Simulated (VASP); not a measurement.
Crystal: PbS (Galena).

```
Pb S
1.0
     0.00000    2.96575    2.96575
     2.96575    0.00000    2.96575
     2.96575    2.96575    0.00000
Pb S
1 1
Cartesian
  0.0000 0.0000 0.0000
  2.9657 2.9657 2.9657
```

Base run:

| Quantity | Value |
| --- | --- |
| Program | VASP 6.6.1 |
| Functional | r2SCAN |
| Potentials or basis | VASP PAW PBE potentials, release 64 (Pb_d, S) |
| Cutoff | 520 eV |
| k mesh | 6 × 6 × 6 |
| Occupations | gaussian, width 0.02 eV |
| Spin | spin-orbit coupling, no magnetisation |

Its results: pressure 1.0 GPa.

Q: The run is repeated on the same cell with these changes: functional from r2SCAN to PBE. What comes out?

A: Pressure 1.8 GPa.

Caveats: the PAW data sets were made with another functional, which shifts forces and pressure a little (some runs).
